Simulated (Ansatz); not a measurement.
# A vibration from a frozen displacement in TiAl

The calculation used DFT PBEsol, scalar-relativistic, plane waves, PAW in Ansatz. Cutoff 420 eV, Γ-centred 14×14×14 k-points, Gaussian smearing of 0.15 eV. No spin polarisation. Energies are free energies at this smearing, counted from the undisturbed cell; pressure is positive in compression.

Zero of the scan (relaxed at this level; it needn't be the usual structure):

```
CELL_PARAMETERS angstrom
-3.15647 3.15647 3.15647
3.15647 -3.15647 3.15647
3.15647 3.15647 -3.15647
ATOMIC_POSITIONS crystal
Ti 0.00000 0.50000 0.50000
Ti 0.50000 0.00000 0.50000
Ti 0.50000 0.50000 0.00000
Ti 0.00000 0.00000 0.00000
Al 0.50000 0.50000 0.50000
Al 0.00000 0.00000 0.50000
Al 0.00000 0.50000 0.00000
Al 0.50000 0.00000 0.00000
```

Atom 5 (Al) is moved by x along the Cartesian unit vector (0.000, 0.000, 1.000); the cell and all other atoms stay fixed. The cell's volume is 125.80 Å³; the moved atoms weigh 26.982 u together and the others 272.413 u. Some rows repeat others by symmetry and weren't run.

| x (Å) | ΔE (meV/cell) | total force on the moved atoms along the move (eV/Å) | pressure (GPa) |
| --- | --- | --- | --- |
| -0.4500 | 684.27 | 2.9374 | 2.3472 |
| -0.3750 | 480.91 | 2.4858 | 1.6368 |
| -0.3000 | 311.57 | 2.0276 | 1.0532 |
| -0.2250 | 177.23 | 1.5511 | 0.5977 |
| -0.1500 | 79.48 | 1.0518 | 0.2713 |
| -0.0750 | 19.99 | 0.5319 | 0.0750 |
| 0.0000 | 0.00 | 0.0000 | 0.0095 |
| 0.0750 | 19.99 | -0.5319 | 0.0750 |
| 0.1500 | 79.48 | -1.0518 | 0.2713 |
| 0.2250 | 177.23 | -1.5511 | 0.5977 |
| 0.3000 | 311.57 | -2.0276 | 1.0532 |
| 0.3750 | 480.91 | -2.4858 | 1.6368 |
| 0.4500 | 684.27 | -2.9374 | 2.3472 |

What frequency belongs to this motion?

The force constant is k = −dF/dx = 7.092 eV/Å², from the parabola through x = -0.0750, 0 and 0.0750. In every cell the moved atoms swing against the rest, so the mass is μ = m₁m₂/(m₁ + m₂) = 24.550 u, and ν̃ = 521.5 cm⁻¹ × √(|k|/μ) = 280 cm⁻¹. The pattern needn't be a normal mode: ν̃² is then a weighted mean of the squared nonzero frequencies at the zone centre of this cell, so it lies between the lowest and the highest of them.

How far does the harmonic law reach?

At x = -0.450 Å, kx²/2 = 718.07 meV against the computed 684.27 meV (-4.7 %): the well is still close to harmonic there.

The pressure changes with x². What does that say about the frequency under compression?

With E = k(V)x²/2, k ∝ V^(−2γ) and x scaling with the cell as V^(1/3), P − P0 = −∂E/∂V = (2γ − 2/3) ΔE/V. At x = 0.1500 Å, V(P − P0) = 125.80 × 0.26184 / 160.2 eV = 205.58 meV and ΔE = 79.48 meV, so γ = 1/3 + V(P − P0)/(2ΔE) = 1.63. This is the Grüneisen parameter of the motion under uniform scaling of the cell: shrinking the cell evenly by 1 % in volume raises the frequency by about 1.63 %.

In a metal these slopes depend on the k mesh and the smearing.

The cell is B2 (CsCl-type) TiAl, not the tetragonal L1₀ structure of the ordinary γ phase. Each Al sits at the centre of a cube of Ti, and inversion symmetry there makes the well even in x. Cubic symmetry also makes the harmonic force constant of 7.092 eV/Å² the same for any direction of the Al displacement, but leaves the anharmonicity direction-dependent. The slight softening at large x probably arises because the atom moves towards a cube face, between its Ti neighbours rather than head-on at one. The positive Grüneisen parameter of 1.63 fits short-range repulsion that stiffens as the Ti–Al contacts shorten.

The restoring force shows that B2 resists this particular displacement, not that it is dynamically stable. A stiff Al-dominated motion can mask soft or unstable modes in the average, and the fixed cell excludes the tetragonal Bain strain that links B2 to L1₀.
